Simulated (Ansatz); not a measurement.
# How much does Zr in Cu(100), 2x2 scatter?, part 3 of 3

How strong a scatterer is Zr in Cu(100), 2x2, and does relaxation matter?

Ansatz 0.2.0; Ansatz plane-wave DFT, PBE, PAW files; ballistic transport by layer matching (Landauer), zero bias; PAW set soft_1 (the session's first sound run).

So far, resistivity per at.% scaled from this dense plane, with the factor 3/4 for isotropic scattering (µΩ cm): step 3 (resistance at ideal sites) 10.9.

**5. Transmission after relaxation, relaxed yes**

The transmission is solved again on the relaxed atoms.

This step: Ansatz plane-wave DFT, PBE, PAW files; ballistic transport by layer matching (Landauer), zero bias; PAW set soft_1 (Ansatz 0.2.0).

The input, input.yaml:

```yaml
crystal:
  lattice:
    - [5.1123254594, 0.0, 0.0]
    - [0.0, 5.1123254594, 0.0]
    - [0.0, 0.0, 25.30472]
  atoms:
    - { symbol: Cu, position: [0.0, 0.0, 0.0357142857] }
    - { symbol: Cu, position: [0.0, 0.5, 0.0357142857] }
    - { symbol: Cu, position: [0.5, 0.0, 0.0357142857] }
    - { symbol: Cu, position: [0.5, 0.5, 0.0357142857] }
    - { symbol: Cu, position: [0.25, 0.25, 0.1071428571] }
    - { symbol: Cu, position: [0.25, 0.75, 0.1071428571] }
    - { symbol: Cu, position: [0.75, 0.25, 0.1071428571] }
    - { symbol: Cu, position: [0.75, 0.75, 0.1071428571] }
    - { symbol: Cu, position: [0.0, 0.0, 0.1785714286] }
    - { symbol: Cu, position: [0.0, 0.5, 0.1785714286] }
    - { symbol: Cu, position: [0.5, 0.0, 0.1785714286] }
    - { symbol: Cu, position: [0.5, 0.5, 0.1785714286] }
    - { symbol: Cu, position: [0.25, 0.25, 0.25] }
    - { symbol: Cu, position: [0.25, 0.75, 0.25] }
    - { symbol: Cu, position: [0.75, 0.25, 0.25] }
    - { symbol: Cu, position: [0.75, 0.75, 0.25] }
    - { symbol: Cu, position: [0.0013362517, 0.0013362517, 0.3196921891] }
    - { symbol: Cu, position: [0.0013362517, 0.4986637483, 0.3196921891] }
    - { symbol: Cu, position: [0.4986637483, 0.0013362517, 0.3196921891] }
    - { symbol: Cu, position: [0.4986637483, 0.4986637483, 0.3196921891] }
    - { symbol: Cu, position: [0.25, 0.25, 0.3911862736] }
    - { symbol: Cu, position: [0.25, 0.75, 0.389681748] }
    - { symbol: Cu, position: [0.75, 0.25, 0.389681748] }
    - { symbol: Cu, position: [0.75, 0.75, 0.3872011576] }
    - { symbol: Cu, position: [-0.0071640214, -0.0071640214, 0.4597138279] }
    - { symbol: Cu, position: [-0.0071640214, 0.5071640214, 0.4597138279] }
    - { symbol: Cu, position: [0.5071640214, -0.0071640214, 0.4597138279] }
    - { symbol: Cu, position: [0.5071640214, 0.5071640214, 0.4597138279] }
    - { symbol: Zr, position: [0.25, 0.25, 0.5348319419] }
    - { symbol: Cu, position: [0.25, 0.75, 0.5348683392] }
    - { symbol: Cu, position: [0.75, 0.25, 0.5348683392] }
    - { symbol: Cu, position: [0.75, 0.75, 0.5348882451] }
    - { symbol: Cu, position: [-0.0069903952, -0.0069903952, 0.610016968] }
    - { symbol: Cu, position: [-0.0069903952, 0.5069903952, 0.610016968] }
    - { symbol: Cu, position: [0.5069903952, -0.0069903952, 0.610016968] }
    - { symbol: Cu, position: [0.5069903952, 0.5069903952, 0.610016968] }
    - { symbol: Cu, position: [0.25, 0.25, 0.6787712321] }
    - { symbol: Cu, position: [0.25, 0.75, 0.6800686858] }
    - { symbol: Cu, position: [0.75, 0.25, 0.6800686858] }
    - { symbol: Cu, position: [0.75, 0.75, 0.6823227566] }
    - { symbol: Cu, position: [0.0, 0.0, 0.75] }
    - { symbol: Cu, position: [0.0, 0.5, 0.75] }
    - { symbol: Cu, position: [0.5, 0.0, 0.75] }
    - { symbol: Cu, position: [0.5, 0.5, 0.75] }
    - { symbol: Cu, position: [0.25, 0.25, 0.8214285714] }
    - { symbol: Cu, position: [0.25, 0.75, 0.8214285714] }
    - { symbol: Cu, position: [0.75, 0.25, 0.8214285714] }
    - { symbol: Cu, position: [0.75, 0.75, 0.8214285714] }
    - { symbol: Cu, position: [0.0, 0.0, 0.8928571429] }
    - { symbol: Cu, position: [0.0, 0.5, 0.8928571429] }
    - { symbol: Cu, position: [0.5, 0.0, 0.8928571429] }
    - { symbol: Cu, position: [0.5, 0.5, 0.8928571429] }
    - { symbol: Cu, position: [0.25, 0.25, 0.9642857143] }
    - { symbol: Cu, position: [0.25, 0.75, 0.9642857143] }
    - { symbol: Cu, position: [0.75, 0.25, 0.9642857143] }
    - { symbol: Cu, position: [0.75, 0.75, 0.9642857143] }
kpoints:
  mp_grid: { grid: [4, 4, 1] }
hamiltonian:
  xc: pbe
  pseudopotentials: { kind: paw, azcp: { folder: soft_1 } }
scf:
  occupations: { method: fermi_dirac, width: 0.1 }
output:
  transmission: { leads: [[0, 4]], kmesh: [8, 8], e_range: [-0.05, 0.05], de: 0.05 }
  write_potential: true
  write_density: true
  volumetric_format: npy
```

Launch:

```sh
$ ansatz run input.yaml --threads 4 --pin off --max-ram 15360MiB --backend cpu --events-out ev --progress --plain --runs-dir out
```

Numbers of over 12 decimals in the logs are rounded to 6 here.

The log of the run:

```text
[...]
Crystal: 56 atoms, lattice volume = 661.361 Å³
Basis set: ecut = 420 eV, 12885 PW (Γ)
Bands: 635, of which v1, the nominal top of the filled ones, is band 529 counted from 1 (528 counted from 0)
Symmetry: 8 space group operations
[...]
k-points: 6 of 16
[...]
SCF iter   1: F=—  HF=-368638.130938 eV  |F-HF|=—  |Δ(HF+E_count)|=         —  Δρ=3.07e-1  dr2=9.33e2  ethr=3.10e-3  ⟨swp⟩=4.8  Hψ=12199  notcnv=0  defer=74
[...]
SCF iter  17: F=-368568.075081 eV  HF=-368568.075081 eV  |F-HF|=4.54e-9  |Δ(HF+E_count)|=   1.26e-8  Δρ=8.68e-7  dr2=3.96e-9  ethr=9.46e-12  ⟨swp⟩=1.0  Hψ=8210  notcnv=0
SCF 1 converged in 17 iterations: F = -368568.075081 eV  dr2 = 3.96e-9
[...]
transmission: 62 of 600 steps passed
transmission: 122 of 600 steps passed
[...]
transmission: 600 of 600 steps passed
SCF converged after 17 iterations
Free energy (F): -368568.075081 eV
[...]
Internal energy: -368567.338891 eV  (E = F + TS)
E sigma→0 (E₀):  -368567.706986 eV
Entropy (-TS):   -0.736190 eV (-13.146 meV/atom)
Fermi energy:    16.658796 eV
[...]
--- Band table (eV; the first three rows and the last of 6) ---
  k-point 0: bands = [... 525 lower, 16.1840, 16.2020, 16.2048, 16.2821, 16.2821, 16.2858, 16.2858, 16.2892, ... 102 higher]
  k-point 1: bands = [... 525 lower, 16.5222, 16.5287, 16.5858, 16.5898, 16.7060, 16.7094, 16.8022, 16.8050, ... 102 higher]
  k-point 2: bands = [... 525 lower, 16.9474, 17.0265, 17.0322, 17.0473, 17.0625, 17.1014, 17.1221, 17.1977, ... 102 higher]
  k-point 5: bands = [... 525 lower, 15.8899, 15.9515, 16.5210, 16.5210, 16.6388, 16.7729, 16.8324, 16.8747, ... 102 higher]
--- Transmission ---
  basis      : 225 plane waves across, 40 finite elements along
  points     : 15, standing for a mesh of 8 x 8
[...]
channels       : 3.453125e0 a spin
[...]
junction   : crystal 0 to crystal 0, 0.70 to 24.20 Å
    transmission   : 1.977265e0 a spin
[...]
```

Run time: 5.9 min. Hardware: 4 threads of Arm Neoverse V1, shared host; peak memory 6.5 GiB.

This step gave:

* free energy: -368568.0751 eV
* energy at zero smearing: -368567.7070 eV
* transmission per spin nearest the Fermi level: 1.977
* open channels per spin nearest the Fermi level: 3.453
* step of the lead's potential: 6.4 meV

Per spin. Transmission, zone mean against energy, zero at the Fermi level:

```csv
energy (eV),"transmission, zone mean"
-0.0500,2.18
0.0000,1.98
0.0500,2.16
```

Transmission over k1 and k2. At 0.0000 eV from the Fermi level.

Ten even steps from '0' (0.57) to '9' (2.59):
```
99098909
80896980
99943499
28632368
99943499
80896980
99098909
89892989
```
Columns: k1 (b1) from -0.5 to 0.375; rows upwards: k2 (b2) from -0.5 to 0.375.

Over the solved energies the transmission per spin lies between 1.98 and 2.18, out of 3.58 channels of the lead on average (up to 3.70).

**6. Resistance after relaxation**

This step: Ansatz plane-wave DFT, PBE, PAW files; ballistic transport by layer matching (Landauer), zero bias; area resistance of the defect plane and resistivity an atomic per cent; PAW set soft_1 (Ansatz 0.2.0).

This step gave:

- area resistance: 0.6599 fΩ m²
- T over the leads' mean channel count: 0.5882
- resistivity per at.% scaled from this dense plane, with the factor 3/4 for isotropic scattering: 10.95 µΩ cm

Averaged over the energies near the Fermi level, 58.8 % of the channels pass, which makes 0.660 fΩ m², against 0.656 on ideal sites.

**7. What came out**

| Quantity | Value |
| --- | --- |
| share of channels that pass, rigid | 0.588 |
| area resistance, rigid | 0.656 fΩ m² |
| resistivity per at.% from the area resistance, times 3/4, rigid | 10.9 µΩ cm |
| share of channels that pass, relaxed | 0.588 |
| area resistance, relaxed | 0.660 fΩ m² |
| resistivity per at.% from the area resistance, times 3/4, relaxed | 11.0 µΩ cm |

In words: The plane of defects adds 0.66 fΩ m². Scaled to one atomic per cent that is 15 µΩ cm as it stands and 11 with the factor 3/4 for isotropic scattering on a spherical Fermi surface; with the reflection in place of the resistance taken as linear in the density it would be 6.4. These are rough estimates of the dilute value, not bounds. One Zr in each 2x2 cell reflects 41 % of the lead's channels. The relaxed cell differs by 0.60 % in resistance; between the two runs the lead's own channel count goes from 3.60 to 3.58, so sampling may have a part in it. The defects form a dense periodic sheet that scatters coherently, unlike a dilute random alloy. T and N are means over the solved energies nearest the Fermi level.

[Logs are printed without paths, hosts, clocks, repeated set-up lines and the standing remarks that a program may print on its own settings, such as how far it seeks lower states.]

[Hosts, paths, dates, database ids (printed as entryN), source tags and the programs' standing remarks are cut or masked in the printed files.]
